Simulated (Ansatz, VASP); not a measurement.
## Two plane-wave programs on GaN

```
Ga N
1.0
     0.00000    2.22852    2.22852
     2.22852    0.00000    2.22852
     2.22852    2.22852    0.00000
Ga N
1 1
Direct
  0.00000 0.00000 0.00000
  0.75000 0.75000 0.75000
```

Alike in both runs: functional PBE; k mesh 10 × 10 × 10; no spin polarisation.

Ansatz relaxed the structure, and its values are those at the end. VASP's run is a single point on that final structure, the one shown.

|  | VASP | Ansatz |
| --- | --- | --- |
| version | VASP 6.6.1 | Ansatz 0.2.0 |
| potentials or method | VASP PAW PBE potentials, release 64 (Ga_d, N) | scalar-relativistic, plane waves, PAW |
| plane-wave cutoff (eV) | 520 | 420 |
| occupations | gaussian, width 0.01 eV | fixed |
| valence electrons in the cell | 18 | 18 |

```csv
,VASP,Ansatz,Ansatz less VASP
gap on the k mesh at the Fermi level (eV),1.94,1.93,-0.011
least direct gap on the mesh (eV),1.94,1.93,-0.011
pressure (GPa),12.0,12.0,-0.02
```

Expect the measured gap to be larger: semilocal functionals such as PBE lack the derivative discontinuity.
